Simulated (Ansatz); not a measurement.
The cell is ZnS in the wurtzite structure; cell and atoms were relaxed with r2SCAN. It is hexagonal, P6_3mc (No. 186); a = 3.805 Å, c = 6.244 Å in the conventional setting, 19.58 Å³ an atom. Around Zn lie 4 S at 2.33–2.34 Å; around S lie 4 Zn at 2.33–2.34 Å.

3 runs of Ansatz 0.2.0 on this cell differ in the functional (and in the settings that go with it). Levels are in eV from each run's valence top; v1 is the last filled band, c1 the first empty one.

Run A, mean stress +1.6 GPa (compression positive):

| point | v4 | v3 | v2 | v1 | c1 | c2 |
| --- | --- | --- | --- | --- | --- | --- |
| Γ | -0.95 | -0.08 | 0.00 | 0.00 | 3.44 | 4.35 |
| M | -3.50 | -2.38 | -1.80 | -0.94 | 4.78 | 5.55 |
| K | -4.12 | -2.49 | -2.49 | -2.27 | 5.26 | 7.41 |

Run B, mean stress +2.3 GPa (compression positive):

| point | v4 | v3 | v2 | v1 | c1 | c2 |
| --- | --- | --- | --- | --- | --- | --- |
| Γ | -0.90 | -0.08 | 0.00 | 0.00 | 2.21 | 3.11 |
| M | -3.29 | -2.25 | -1.70 | -0.89 | 3.66 | 4.25 |
| K | -3.87 | -2.33 | -2.33 | -2.10 | 4.25 | 5.90 |

Run C, mean stress 0.0 GPa (compression positive):

| point | v4 | v3 | v2 | v1 | c1 | c2 |
| --- | --- | --- | --- | --- | --- | --- |
| Γ | -0.92 | -0.08 | 0.00 | 0.00 | 2.78 | 3.61 |
| M | -3.36 | -2.31 | -1.73 | -0.91 | 4.04 | 4.76 |
| K | -3.97 | -2.39 | -2.39 | -2.15 | 4.54 | 6.46 |

**Question.** Match the runs to PBE, r2SCAN, HSE06.

**Answer.** A is HSE06, B is PBE, C is r2SCAN. In order of the gap: PBE 2.21, r2SCAN 2.78, HSE06 3.44 eV. The stress vanishes for r2SCAN, which relaxed the cell.

Calculated for a static, non-magnetic cell.

The program warns that its thresholds are loose for a hybrid's stress.

The meshes of the hybrids are coarse, so their gaps aren't converged to the digits shown.
